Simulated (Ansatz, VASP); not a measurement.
# Te2Pb in two plane-wave programs

Aim: how closely do two programs agree when they are given the same cell, functional and k mesh? The cell is generated by rule, not measured, and may not be a known phase. The cell is taken from a series of runs on this material, whose earlier steps may have relaxed, scaled, displaced or heated it; both programs get it as it stands.

Program: Ansatz 0.2.0. Level of theory: plane waves, with VASP 6.6.1 beside it; relaxation of cell and atoms at PBEsol. Results are calculated unless marked as measured.

The structure was built from a prototype and need not be the compound's stable phase.

## 1. The structure

The structure is orthorhombic, space group Pnnm (No. 58). The conventional cell has a = 5.855 Å, b = 6.804 Å, c = 5.570 Å, α = 90.00°, β = 90.00°, γ = 90.00°. Pb has 6 Te at 3.23 to 3.24 Å nearest. Te has 1 Te at 2.82 Å and 3 Pb at 3.23 to 3.24 Å nearest. Farther neighbours and most contacts between anions are not listed.

As a file:

```cif
data_structure
_symmetry_space_group_name_H-M 'P 1'
_symmetry_Int_Tables_number 1
_cell_length_a 5.8547
_cell_length_b 6.8039
_cell_length_c 5.5701
_cell_angle_alpha 90.000
_cell_angle_beta 90.000
_cell_angle_gamma 90.000
_cell_volume 221.88
loop_
_atom_site_label
_atom_site_type_symbol
_atom_site_fract_x
_atom_site_fract_y
_atom_site_fract_z
_atom_site_occupancy
Pb1 Pb 0.00000 0.00000 0.00000 1
Pb2 Pb 0.50000 0.50000 0.50000 1
Te3 Te 0.22768 0.43322 0.00000 1
Te4 Te 0.77232 0.56678 0.00000 1
Te5 Te 0.27232 0.93322 0.50000 1
Te6 Te 0.72768 0.06678 0.50000 1
```

## 2. Ansatz: relaxation of cell and atoms, PBEsol

Ansatz runs on its default PAW (the set named soft_2) files.

The relaxed volume is the usual yardstick between codes: in a stiff, nearly cubic crystal its relative difference is about their pressure difference at one cell divided by the bulk modulus.

File input.yaml:

```yaml
crystal:
  lattice:
    - [5.8546611188, 0.0, 0.0]
    - [0.0, 6.8039072865, 0.0]
    - [0.0, 0.0, 5.5701047758]
  atoms:
    - { symbol: Pb, position: [0.0, 0.0, 0.0] }
    - { symbol: Pb, position: [0.5, 0.5, 0.5] }
    - { symbol: Te, position: [0.227675821, 0.4332202766, 0.0] }
    - { symbol: Te, position: [0.772324179, 0.5667797234, 0.0] }
    - { symbol: Te, position: [0.272324179, 0.9332202766, 0.5] }
    - { symbol: Te, position: [0.727675821, 0.0667797234, 0.5] }
kpoints:
  mp_grid: { grid: [6, 6, 6] }
hamiltonian:
  xc: pbesol
scf:
  occupations: { method: methfessel_paxton, width: 0.2 }
output:
  forces: true
  stress: true
  eigenvalues: true
relax:
  adjacent_minimum: "off"
  f_tol: 0.001
  max_steps: 60
  cell: { stress_tol: 0.01 }
```

The run is started by

```sh
$ ansatz run input.yaml --threads 8 --pin off --max-ram 14336MiB --backend cpu --events-out ev --progress --plain --runs-dir out
```

Numbers of over 12 decimals in the logs are rounded to 6 here.

Output:

```text
Engine: ansatz 0.2.0, aarch64-unknown-linux-gnu
Pseudopotentials: kind: paw
Pseudopotential: Pb, paw, valence charge 14, recommended cutoff 420 eV (normal), Pb.paw.azcp
Pseudopotential: Te, paw, valence charge 16, recommended cutoff 420 eV (normal), Te.paw.azcp
Functional definition: PBEsol
  exchange = pbesol_x
  correlation = pbesol_c
Crystal: 6 atoms, lattice volume = 221.883 Å³
Basis set: ecut = 420 eV, 4355 PW (Γ), exchange–correlation on 80×96×80 points (8 copies of the dense FFT grid, shifted against one another)
Bands: 56, of which v1, the nominal top of the filled ones, is band 46 counted from 1 (45 counted from 0)
Symmetry: 8 space group operations
Space group: Pnnm (ITA 58), of the structure as read, at distance tolerance 6.1e-5 Å
k-points: 64 of 216
Non-local potential: Pb, projectors of the file, l = 0: 2, l = 1: 2, l = 2: 2, l = 3: 2
Non-local potential: Te, projectors of the file, l = 0: 2, l = 1: 2, l = 2: 2, l = 3: 2
PAW form: soft (Blöchl's): semilocal exchange-correlation on the pseudo side does not see the compensation charge
PAW frozen core: Pb, regenerated for the run's functional, and the local potential with it (the file was generated under x = pbe(κ = 0.804, μ = 0.219515), c = pbe(β = 0.066725))
PAW frozen core: Te, regenerated for the run's functional, and the local potential with it (the file was generated under x = pbe(κ = 0.804, μ = 0.219515), c = pbe(β = 0.066725))
PAW one-centre angular grid: Pb, 590 points (default); XC on 64 Gauss nodes
PAW one-centre angular grid: Te, 590 points (default); XC on 64 Gauss nodes
Initial density: superposition of atomic densities (neutral atoms: chi_scale 0, normalization atom), corrected by the library's trained network
Initial wavefunctions: pseudopotential atomic-orbital guess
Functional: x = pbesol(κ = 0.804, μ = 0.123457), c = pbesol(β = 0.046)
SCF iter   1: F=—  HF=-51116.545021 eV  |F-HF|=—  |Δ(HF+E_count)|=         —  Δρ=2.33e-3  dr2=1.54e-2  ethr=1.77e-3  ⟨swp⟩=8.3  Hψ=14831  notcnv=0
preconditioner: auto → Resta (q_TF=auto, 2.356 Å⁻¹)  ε∞=3.0  [insulator: Δε(μ)=0.229 eV  Ē_g=12.751 eV  σ=0.200 eV  W_gap=0.76  n_scr=44 (ndim 8)  ℏωp=18.0 eV  f_vac=0.080  D(μ)=0.20/eV (n_scr^D=0)  ε∞_Penn≈3.0]
SCF iter   2: F=—  HF=-51116.537279 eV  |F-HF|=—  |Δ(HF+E_count)|=   7.74e-3  S|Δr|=    0.00e0  Δρ=1.29e-3  dr2=3.26e-3  ethr=1.67e-5  ⟨swp⟩=2.0  Hψ=5773  notcnv=0
SCF iter   3: F=—  HF=-51116.537234 eV  |F-HF|=—  |Δ(HF+E_count)|=   4.54e-5  S|Δr|=    0.00e0  Δρ=3.02e-4  dr2=2.05e-4  ethr=3.55e-6  ⟨swp⟩=2.0  Hψ=6383  notcnv=0
SCF iter   4: F=—  HF=-51116.537242 eV  |F-HF|=—  |Δ(HF+E_count)|=   8.92e-6  S|Δr|=    0.00e0  Δρ=1.32e-4  dr2=4.19e-5  ethr=2.23e-7  ⟨swp⟩=2.4  Hψ=6051  notcnv=0
SCF iter   5: F=—  HF=-51116.537210 eV  |F-HF|=—  |Δ(HF+E_count)|=   3.28e-5  S|Δr|=    0.00e0  Δρ=2.25e-5  dr2=1.76e-6  ethr=4.55e-8  ⟨swp⟩=2.0  Hψ=4446  notcnv=0
SCF iter   6: F=—  HF=-51116.537211 eV  |F-HF|=—  |Δ(HF+E_count)|=   1.60e-6  S|Δr|=    0.00e0  Δρ=1.05e-5  dr2=3.06e-7  ethr=1.92e-9  ⟨swp⟩=2.0  Hψ=6428  notcnv=0
SCF iter   7: F=-51116.537211 eV  HF=-51116.537211 eV  |F-HF|=2.17e-8  |Δ(HF+E_count)|=   1.30e-7  S|Δr|=    0.00e0  Δρ=2.58e-6  dr2=1.64e-8  ethr=1.09e-10  ⟨swp⟩=10.9  Hψ=16318  notcnv=0
SCF 1 converged in 7 iterations: F = -51116.537211 eV  dr2 = 1.64e-8
  greatest PAW one-centre occupation: 0.998 electrons in one spin orbital (limit 2), on the Te atom at site 3 (counted from 0), in its partial waves of l = 2
relax step   1: F+E_penalty+E_count = -51116.53721140 eV  Δ(F+E_penalty+E_count) = +0.000e0 eV  max|allowed force component| = 4.953e-3 eV/Å  Δτ_max = 0.0000 Å  P = -0.001 GPa  Ω = 221.883 Å³  (7 SCF iters, dr2 threshold 1.00e-7 eV, accepted)
[...]
relax step   2: F+E_penalty+E_count = -51116.53722156 eV  Δ(F+E_penalty+E_count) = -1.016e-5 eV  max|allowed force component| = 2.536e-3 eV/Å  Δτ_max = 0.0009 Å  P = -0.002 GPa  Ω = 221.844 Å³  energy of the carried Pulay correction = +5.376e-6 eV  (5 SCF iters, dr2 threshold 1.53e-9 eV, accepted)
[...]
relax step   3: F+E_penalty+E_count = -51116.53722410 eV  Δ(F+E_penalty+E_count) = -2.534e-6 eV  max|allowed force component| = 2.883e-4 eV/Å  Δτ_max = 0.0004 Å  P = -0.000 GPa  Ω = 221.847 Å³  energy of the carried Pulay correction = +4.933e-6 eV  (4 SCF iters, dr2 threshold 4.02e-10 eV, accepted)
[...]
relax step   4: F+E_penalty+E_count = -51116.53722073 eV  Δ(F+E_penalty+E_count) = +3.373e-6 eV  max|allowed force component| = 2.863e-4 eV/Å  Δτ_max = 0.0000 Å  P = -0.000 GPa  Ω = 221.847 Å³  stress off target by 1.83e-3 GPa  SCF on the basis re-selected at this cell (its energy is not comparable with the rows above)  (5 SCF iters)
basis re-selected at this cell: Δ(F+E_penalty+E_count) = +3.373e-6 eV, ΔP = -0.000 GPa vs the last step (what re-selecting the basis moved, of the pressure what is left beyond the Pulay correction that the steps carried, after the strain that the cell walked since its last selection, with what the two solves' SCF thresholds leave and, on support functions, any second-order correction that the steps lacked; it is no m [...]
SCF converged after 5 iterations
Stability not checked: this state was not tested for a lower state beside it, because cold or Methfessel-Paxton smearing, or corrected tetrahedra, fill the levels in a way that the test cannot read (fill_not_monotonic; see scf.lower_state_search)
Free energy (F): -51116.537221 eV
Harris-Foulkes:  -51116.537221 eV  (|F-HF|=7.28e-12)
Internal energy: -51116.546418 eV  (E = F + TS)
E sigma→0 (E₀):  -51116.539520 eV
Entropy (-TS):   0.009197 eV (1.533 meV/atom)
Fermi energy:    7.868031 eV
Step filling:    the computed levels leave a gap of 0.2316 eV = 1.2 smearing widths at the electron count; against every level under it full and every level over it empty, smearing changes F+E_penalty+E_count by +2.617 meV and its σ→0 estimate by +0.317 meV
--- Per-component energies (eV) ---
  E_band       = -1276.831801
  E_kinetic    = 1298.242537
  E_local      = -8151.520307  (includes V_loc(G=0)·N_el)
  E_nonlocal   = -527.401972
  E_hartree    = 4485.593957
  E_xc         = -931.443903
  E_vxc        = -681.631958  (∫ρ·V_xc dr)
  E_paw        = -38846.591606  (= ΣΔE_a)
  E_vpaw       = -2185.707353  (= ΣTr[D̂ρ^β])
  E_aug_tail   = -0.000664  (compensation charges beyond the density's cutoff)
  E_ewald      = -8445.047954
  E_core_change = 1.623494  (= ΣΔE_core)
  E_smearing   = 0.009197  (= −TS)
  E_closure    = -0.000000  (closes the sum)
  Σ components = -51116.537221   (vs F -51116.537221, Δ=0.00e0)
--- Forces (eV/Å), atoms counted from 1 ---
  atom   1  Pb    -0.00000000    -0.00000000     0.00000000
  atom   2  Pb     0.00000000    -0.00000000     0.00000000
  atom   3  Te     0.00028629     0.00016498     0.00000000
  atom   4  Te    -0.00028629    -0.00016498    -0.00000000
  atom   5  Te    -0.00028629     0.00016498     0.00000000
  atom   6  Te     0.00028629    -0.00016498     0.00000000
  max |Σ_I F_I| component: 0.00e0 eV/Å
--- Stress (GPa, compression-positive) ---
        0.001197      -0.000000       0.000000
       -0.000000      -0.001831       0.000000
        0.000000       0.000000      -0.000719
  P = ⅓ Tr σ = -0.0005 GPa (-0.005 kbar)
--- Band table (eV; the first three rows and the last of 64) ---
  k-point 0: bands = [... 42 lower, 6.4142, 6.6674, 7.2132, 7.4078, 8.2081, 8.4060, 8.9643, 9.3094, ... 6 higher]
  k-point 1: bands = [... 42 lower, 6.1527, 6.5020, 6.7283, 7.2904, 8.2850, 9.2204, 9.2457, 9.5967, ... 6 higher]
  k-point 2: bands = [... 42 lower, 6.0209, 6.0243, 6.6950, 6.9978, 8.5573, 9.5636, 9.6432, 10.2779, ... 6 higher]
  k-point 63: bands = [... 42 lower, 6.4818, 6.4818, 7.5319, 7.5319, 7.9307, 7.9307, 9.3805, 9.3805, ... 6 higher]
--- Relaxed structure (3 steps of the walk, 3 accepted, 1 SCFs on fresh bases) ---
  F+E_penalty+E_count = -51116.53722073 eV   max|allowed force component| = 2.863e-4 eV/Å   (the final SCF, on the basis selected at the relaxed cell)
  cell:  # Å, volume = 221.8467 Å³
    - [5.854865, 0.0, 0.0]
    - [0.0, 6.803235, 0.0]
    - [0.0, 0.0, 5.569557]
  atoms:
    - { symbol: Pb, position: [0, 0, 0.0] }
    - { symbol: Pb, position: [0.500000, 0.5, 0.5] }
    - { symbol: Te, position: [0.227735, 0.433157, 0.0] }
    - { symbol: Te, position: [0.772265, 0.566843, 0.0] }
    - { symbol: Te, position: [0.272265, 0.933157, 0.5] }
    - { symbol: Te, position: [0.727735, 0.066843, 0.5] }
```

Reading the cycles: dr2 is the Hartree energy of the density residual (eV), the measure of convergence; HF is the Harris–Foulkes estimate of the energy, which meets the free energy F at convergence.

(Part 1 of 2 ends here.)

[Lines on the potential files, build, host, timing and source positions are cut from VASP's logs without a mark.]

[Logs are printed without paths, hosts, clocks, repeated set-up lines and the standing remarks that a program may print on its own settings, such as how far it seeks lower states.]

[Hosts, paths, dates, database ids (printed as entryN), source tags and the programs' standing remarks are cut or masked in the printed files.]
